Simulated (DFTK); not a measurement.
Write the native input for DFTK 0.8.2 that does the following.

| Quantity | Value |
| --- | --- |
| Task | single point |
| Functional | PBEsol |
| Potentials or basis | dojo.nc.sr.pbesol.v0_4_1.standard.upf (PBEsol) |
| Cutoff | 653 eV |
| k mesh | 8 × 8 × 8 |
| Occupations | fermi-dirac, width 0.05 eV |
| Spin | no spin polarisation |
| Valence electrons | Si 4 |
| SCF tolerance on the density | 1e-06 |

Crystal: Si.

```
Si
1.0
     0.00000    2.72185    2.72185
     2.72185    0.00000    2.72185
     2.72185    2.72185    0.00000
Si
2
Direct
  0.50000 0.50000 0.50000
  0.75000 0.75000 0.75000
```

One way to write it, as run:

run.jl

```julia
using DFTK
using PseudoPotentialData
using Unitful, UnitfulAtomic
using LinearAlgebra, Printf
include("save.jl")
disable_threading()

# lattice vectors are the columns
lattice = austrip(1u"Å") * [           0.0   2.7218511865   2.7218511865;
             2.7218511865            0.0   2.7218511865;
             2.7218511865   2.7218511865            0.0]
symbols   = [:Si, :Si]
positions = [[0.5, 0.5, 0.5],
             [0.75, 0.75, 0.75]]
pseudopotentials = PseudoFamily("dojo.nc.sr.pbesol.v0_4_1.standard.upf")
elements = Dict(s => ElementPsp(s, pseudopotentials) for s in unique(symbols))
atoms    = [elements[s] for s in symbols]

build_model(lattice, positions; symmetries=true) =
    model_DFT(lattice, atoms, positions;
              functionals=PBEsol(),
              temperature=austrip(0.05u"eV"),
              smearing=Smearing.FermiDirac(),
              symmetries)
Ecut  = 24.0  # hartree
kgrid = [8, 8, 8]
tol   = 1e-6
to_GPa = ustrip(uconvert(u"GPa", 1u"hartree/bohr^3"))

model = build_model(lattice, positions)
basis = PlaneWaveBasis(model; Ecut, kgrid)
display(basis)
scfres = self_consistent_field(basis;
                               tol,
                               nbandsalg=AdaptiveBands(model; n_bands_converge=9))
display(scfres.energies)
@printf "Fermi level: %.6f eV\n" ustrip(auconvert(u"eV", something(scfres.εF, NaN)))
forces = compute_forces_cart(scfres)
println("Forces (eV/Å)")
for (s, f) in zip(symbols, forces)
    @printf "%-3s %12.6f %12.6f %12.6f\n" s ustrip.(auconvert.(u"eV/Å", f))...
end
stress = compute_stresses_cart(scfres)
println("Stress (GPa)")
display(round.(stress * to_GPa; digits=4))
println("Levels at the first k-point (eV): ", round.(ustrip.(auconvert.(u"eV", scfres.eigenvalues[1][1:scfres.n_bands_converge])); digits=4))
save_scf!(scfres; forces, stress)
```

Potentials or basis: dojo.nc.sr.pbesol.v0_4_1.standard.upf (PBEsol).

Command:

```console
$ julia --threads=1 run.jl  # save.jl only writes the numbers to a file and isn't shown; printed stress counts tension as positive; times include loading and compiling
```

It gave:

```
Pressure               : -0.6 GPa
Band gap on the k mesh : 0.52 eV, indirect (least direct gap 2.51 eV)
```

Wall time 35 s on 1 thread of Intel(R) Xeon(R) 6975P-C (Granite Rapids), with other jobs on the host, peak memory 1.5 GiB.
